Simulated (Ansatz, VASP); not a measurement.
**One calculation of FeNi3, two programs**

File INCAR:

```
PREC     = Accurate       # precision mode
ENCUT    = 600            # plane-wave cutoff, eV
EDIFF    = 1E-6           # SCF threshold, eV
ISMEAR   = 0              # smearing method
SIGMA    = 0.1            # smearing width, eV
LREAL    = False          # projectors in reciprocal space
LASPH    = True           # aspherical terms in the spheres
NELM     = 150            # most SCF steps
ALGO     = Normal         # electronic algorithm
ISIF     = 3              # what is computed and relaxed
LWAVE    = False          # write WAVECAR
LCHARG   = False          # write CHGCAR
ISPIN    = 2              # spin polarisation
MAGMOM   = 3.18 0.78 0.78 0.78 # initial moments
LORBIT   = 11             # projections on sites
LMAXMIX  = 4              # l up to which the mixer works
GGA      = PE             # functional
IBRION   = 2              # ionic algorithm
NSW      = 100            # ionic steps
EDIFFG   = -0.005         # ionic threshold
```

Contents of KPOINTS:

```
regular mesh
0
Gamma
  12 12 12
```

Contents of POSCAR:

```
FeNi3
1.0
    3.5104168167      0.0000000000      0.0000000000
    0.0000000000      3.5104168167      0.0000000000
    0.0000000000      0.0000000000      3.5104168167
Fe Ni
1 3
Direct
    0.0000000000      0.0000000000      0.0000000000
    0.0000000000      0.5000000000      0.5000000000
    0.5000000000      0.5000000000      0.0000000000
    0.5000000000      0.0000000000      0.5000000000
```

Input for Ansatz:

```yaml
crystal:
  lattice:
    - [3.5104168167, 0.0, 0.0]
    - [0.0, 3.5104168167, 0.0]
    - [0.0, 0.0, 3.5104168167]
  atoms:
    - { symbol: Fe, position: [0.0, 0.0, 0.0], spin: 3.18 }
    - { symbol: Ni, position: [0.0, 0.5, 0.5], spin: 0.78 }
    - { symbol: Ni, position: [0.5, 0.5, 0.0], spin: 0.78 }
    - { symbol: Ni, position: [0.5, 0.0, 0.5], spin: 0.78 }
basis:
  ecutwfc: 420
kpoints:
  mp_grid: { grid: [12, 12, 12] }
hamiltonian:
  xc: pbe
scf:
  occupations: { method: gaussian, width: 0.1 }
output:
  forces: true
  stress: true
  eigenvalues: true
  populations: true
magnetization:
  spin_polarized: true
relax:
  adjacent_minimum: "off"
  f_tol: 0.005
  max_steps: 80
  cell: { stress_tol: 0.05 }
```

The cell comes from a database or a generator and needn't be the stable form of this composition.

Alike in both runs: task relaxation of cell and atoms; functional PBE; k mesh 12 × 12 × 12; occupations gaussian, width 0.1 eV; collinear spin.

|  | VASP | Ansatz |
| --- | --- | --- |
| version | VASP 6.6.1 | Ansatz 0.2.0 |
| potentials or method | VASP PAW PBE potentials, release 64 (Fe, Ni) | scalar-relativistic, plane waves, PAW |
| plane-wave cutoff (eV) | 600 | 420 |
| valence electrons in the cell | 38 | 70 |

Ansatz gave:

```
gap on the k mesh at the Fermi level, each at its own relaxed structure (eV) : none
net moment per atom (μB)                                                     : 1.20
size of the moment on the site where the two differ most (μB)                : 0.68
relaxed volume (Å³/atom)                                                     : 11.13
relaxed cell length with the largest relative difference (Å)                 : 3.544
energy change over the relaxation (meV/atom)                                 : -6
```

Q: What did VASP give for the same quantities?

A: gap on the k mesh at the Fermi level, each at its own relaxed structure (eV): none; net moment per atom (μB): 1.20; size of the moment on the site where the two differ most (μB): 0.64; relaxed volume (Å³/atom): 11.11; relaxed cell length with the largest relative difference (Å): 3.542; energy change over the relaxation (meV/atom): -5.

Site moments also hang on the region over which each program counts them. A gap of «none» marks a metal or a gap that the smearing closes. The two sets of potentials don't hold the same shells in valence.
